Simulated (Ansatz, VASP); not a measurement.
One calculation of KBr, two programs

File INCAR:

```
SYSTEM = KBr
PREC = Accurate ; ENCUT = 520
EDIFF = 1E-6 ; ISMEAR = 0
SIGMA = 0.05 ; LREAL = .FALSE.
LASPH = .TRUE. ; NELM = 60
ALGO = Normal ; ISIF = 2
LWAVE = .FALSE. ; LCHARG = .FALSE.
GGA = PS ; NBANDS = 15
```

The input KPOINTS:

```
regular mesh
0
G
  6 6 6
  0 0 0
```

File POSCAR:

```
KBr
1.0
    0.0000000000      3.5368688720      3.1438834418
    3.5368688720      0.0000000000      3.1438834418
    3.5368688720      3.5368688720      0.0000000000
K Br
1 1
Direct
    0.0000000000      0.0000000000      0.0000000000
    0.5000000000      0.5000000000      0.5000000000
```

Input for Ansatz:

```yaml
crystal:
  lattice:
    - [0.0, 3.536868872, 3.1438834418]
    - [3.536868872, 0.0, 3.1438834418]
    - [3.536868872, 3.536868872, 0.0]
  atoms:
    - { symbol: K, position: [0.0, 0.0, 0.0] }
    - { symbol: Br, position: [0.5, 0.5, 0.5] }
basis:
  ecutwfc: 420
kpoints:
  mp_grid: { grid: [6, 6, 6] }
hamiltonian:
  xc: pbesol
scf:
  occupations: { method: gaussian, width: 0.05 }
output:
  forces: true
  stress: true
  eigenvalues: true
```

Change from the starting cell: strain +0.080 along x and y, -0.040 along z, atoms carried along.

Alike in both runs: task single point; functional PBEsol; k mesh 6 × 6 × 6; occupations gaussian, width 0.05 eV; no spin polarisation.

```csv
,VASP,Ansatz
version,VASP 6.6.1,Ansatz 0.2.0
potentials or method,"VASP PAW PBE potentials, release 64 (K_sv, Br)","scalar-relativistic, plane waves, PAW"
plane-wave cutoff (eV),520,420
valence electrons in the cell,16,16
```

Ansatz gave:

```
gap on the k mesh at the Fermi level (eV)       : 4.05
least direct gap on the mesh (eV)               : 4.05
pressure (GPa)                                  : -0.8
largest component of the traceless stress (GPa) : 1.79
```

What did VASP give for the same quantities?

gap on the k mesh at the Fermi level (eV): 4.05; least direct gap on the mesh (eV): 4.05; pressure (GPa): -0.8; largest component of the traceless stress (GPa): 1.83.

The functional is the same, so the differences come from potentials, cutoffs and numerics.

Caveats: the PAW data sets were made with another functional, which shifts forces and pressure a little (VASP).
